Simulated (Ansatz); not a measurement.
Write the native input for Ansatz 0.2.0 that does the following.

| Item | Value |
| --- | --- |
| Task | single point |
| Functional | PBE |
| Potentials or basis | Ansatz PAW |
| Cutoff | 420 eV (not typed: the program's choice for these potentials) |
| k mesh | 12 × 12 × 12 |
| Occupations | gaussian, width 0.029 eV |
| Spin | no spin polarisation |

Si2W:

```
W Si
1.0
    -1.60690    1.60690    3.91495
     1.60690   -1.60690    3.91495
     1.60690    1.60690   -3.91495
W Si
1 2
Cartesian
  0.0000 0.0000 0.0000
  0.0000 0.0000 5.2092
  0.0000 0.0000 2.6207
```

These files were run (other wordings do the same):

input.yaml

```yaml
crystal:
  lattice:
    - [-1.6069, 1.6069, 3.91495]
    - [1.6069, -1.6069, 3.91495]
    - [1.6069, 1.6069, -3.91495]
  atoms:
    - { symbol: W, position: [0.0, 0.0, 0.0] }
    - { symbol: Si, position: [0.6653, 0.6653, 0.0] }
    - { symbol: Si, position: [0.3347, 0.3347, 0.0] }
hamiltonian:
  xc: pbe
  pseudopotentials: { kind: paw }
kpoints:
  mp_grid: { grid: [12, 12, 12] }
scf:
  occupations: { method: gaussian, width: 0.029 }
output:
  forces: true
  stress: true
  eigenvalues: true
```

Potentials or basis: Ansatz PAW.

Command:

```sh
$ ansatz run input.yaml --threads 2 --pin off --max-ram 5632MiB --backend cpu --events-out ev --progress --plain --runs-dir out
```

Results of the run:

```yaml
Pressure: 3.3 GPa
Largest_force: 0.081 eV/Å
Band_gap_on_the_k_mesh: none (metal or under the smearing width)
```

Run time: 3.1 s on 2 threads of Intel(R) Xeon(R) Processor @ 2.70GHz, with other jobs on the host, peak memory 0.42 GiB.
